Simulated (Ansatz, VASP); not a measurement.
KI in VASP and in Ansatz

Contents of POSCAR:

```
KI
1.0
   -0.0937463197      3.5442842980      3.5442842980
    3.5442842980     -0.0937463197      3.5442842980
    3.4505379783      3.4505379783      0.0000000000
K I
1 1
Direct
    0.0000000000      0.0000000000      0.0000000000
    0.5000000000      0.5000000000      0.5000000000
```

File INCAR.step1:

```
ALGO = Normal
EDIFF = 1E-4
ENCUT = 520
GGA = PE
ISMEAR = 0
LASPH = True
LCHARG = False
LREAL = False
LWAVE = True
NBANDS = 15
NELM = 100
PREC = Accurate
SIGMA = 0.01
```

Contents of INCAR.step2:

```
ALGO = Normal
EDIFF = 1E-6
ENCUT = 520
ISIF = 2
ISMEAR = 0
ISTART = 1
LASPH = True
LCHARG = True
LELF = True
LMIXTAU = True
LREAL = False
LVHAR = True
LWAVE = False
METAGGA = R2SCAN
NBANDS = 15
NELM = 100
PREC = Accurate
SIGMA = 0.01
```

The input KPOINTS:

```
k-points
0
Gamma
  6 6 6
```

Input for Ansatz:

```yaml
crystal:
  lattice:
    - [-0.0937463197, 3.544284298, 3.544284298]
    - [3.544284298, -0.0937463197, 3.544284298]
    - [3.4505379783, 3.4505379783, 0.0]
  atoms:
    - { symbol: K, position: [0.0, 0.0, 0.0] }
    - { symbol: I, position: [0.5, 0.5, 0.5] }
kpoints:
  mp_grid: { grid: [6, 6, 6] }
  band_path:
    path:
      - [0.0, 0.0, 0.0]
      - [0.5, 0.0, 0.5]
      - [0.625, 0.25, 0.625]
      - [0.375, 0.375, 0.75]
      - [0.5, 0.5, 0.5]
      - [0.5, 0.25, 0.75]
    npoints: 1
hamiltonian:
  xc: r2scan
scf:
  occupations: { method: fixed }
  n_extra_bands: 4
output:
  forces: true
  stress: true
  eigenvalues: true
```

Change from the starting cell: shear_xy strain -5.3%.

Alike in both runs: task single point; functional r2SCAN; k mesh 6 × 6 × 6; no spin polarisation.

|  | VASP | Ansatz |
| --- | --- | --- |
| version | VASP 6.6.1 | Ansatz 0.2.0 |
| potentials or method | VASP PAW PBE potentials, release 64 (K_sv, I) | plane waves, PAW |
| plane-wave cutoff (eV) | 520 | 500 |
| occupations | gaussian, width 0.01 eV | fixed |
| valence electrons in the cell | 16 | 26 |

|  | VASP | Ansatz | Ansatz less VASP |
| --- | --- | --- | --- |
| gap on the k mesh at the Fermi level (eV) | 4.50 | 4.50 | +0.003 |
| pressure (GPa) | 0.0 | 0.0 | 0.00 |
| largest component of the traceless stress (GPa) | 0.21 | 0.21 | +0.001 |

The two sets of potentials don't hold the same shells in valence.

Caveats: the PAW data sets were made with another functional, which shifts forces and pressure a little (VASP); spin-orbit coupling is left out, which moves the levels of the heavy elements.
